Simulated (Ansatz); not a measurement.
## ZnSe: phonons across the zone

These are results of DFT PBE, scalar-relativistic, plane waves, PAW in Ansatz, not measurements. Cutoff 420 eV, 8×8×8 k-points (Γ-centred), fixed occupations. No spin polarisation. Phonons by linear response, acoustic sum rule imposed.

Relaxed structure:
```
CELL_PARAMETERS angstrom
0.00000 2.86636 2.86636
2.86636 0.00000 2.86636
2.86636 2.86636 0.00000
ATOMIC_POSITIONS crystal
Zn 0.00000 0.00000 0.00000
Se 0.75000 0.75000 0.75000
```

The cell has the zinc blende type, in a space group that the Crystallography Open Database lists for this formula; it was reached from a generator's guess.

Force constants from linear response on a 4×4×4 q mesh.

Path: Γ–X–U | K–Γ–L–W–X. Only the points of the 4×4×4 mesh were computed; the rest is interpolation, which is rough on so few points. On the mesh no mode is imaginary. Distance along the path (Å⁻¹), then the branches (cm⁻¹, negative for imaginary; the LO field is included):
```
0.000  0 0 0 194 194 235
0.137  17 17 30 194 194 235
0.274  34 34 58 194 194 233
0.411  48 48 85 194 194 230
0.548  59 59 109 194 194 226
0.685  65 65 131 195 195 221
0.822  68 68 152 196 196 213
0.959  68 68 170 197 197 202
1.096  68 68 184 191 198 198
1.145  68 69 183 191 198 198
1.193  68 70 182 190 198 200
1.241  68 73 180 188 198 202
1.290  68 76 178 187 197 204
1.338  68 78 176 185 197 205
1.387  68 81 174 183 197 207
1.435  68 84 172 182 196 209
1.484  68 85 169 182 196 210
1.484  68 85 169 182 196 210
1.629  67 87 159 185 195 212
1.774  64 86 146 190 194 214
1.919  58 82 130 194 196 215
2.065  49 73 112 194 198 218
2.210  38 58 91 194 197 225
2.355  25 40 65 195 195 231
2.501  12 21 34 194 195 234
2.646  0 0 0 194 194 235
2.646  0 0 0 194 194 235
2.765  12 12 30 194 194 235
2.883  24 24 59 194 194 232
3.002  34 34 84 194 194 229
3.121  43 43 107 194 194 225
3.239  49 49 127 194 194 219
3.358  52 52 144 195 195 212
3.477  54 54 159 195 195 205
3.595  54 54 165 195 195 201
3.692  55 57 164 195 196 201
3.789  57 65 160 195 196 203
3.886  62 74 156 193 196 206
3.983  67 81 155 190 196 208
4.080  72 85 156 186 197 210
4.176  76 88 160 182 198 210
4.273  78 90 165 176 199 210
4.370  78 90 170 172 199 210
4.439  78 89 170 173 199 210
4.507  77 87 171 175 199 209
4.576  75 83 173 178 199 207
4.644  73 79 175 182 199 205
4.713  71 75 178 185 199 203
4.781  70 71 180 188 198 201
4.850  69 69 183 190 198 199
4.918  68 68 184 191 198 198
```
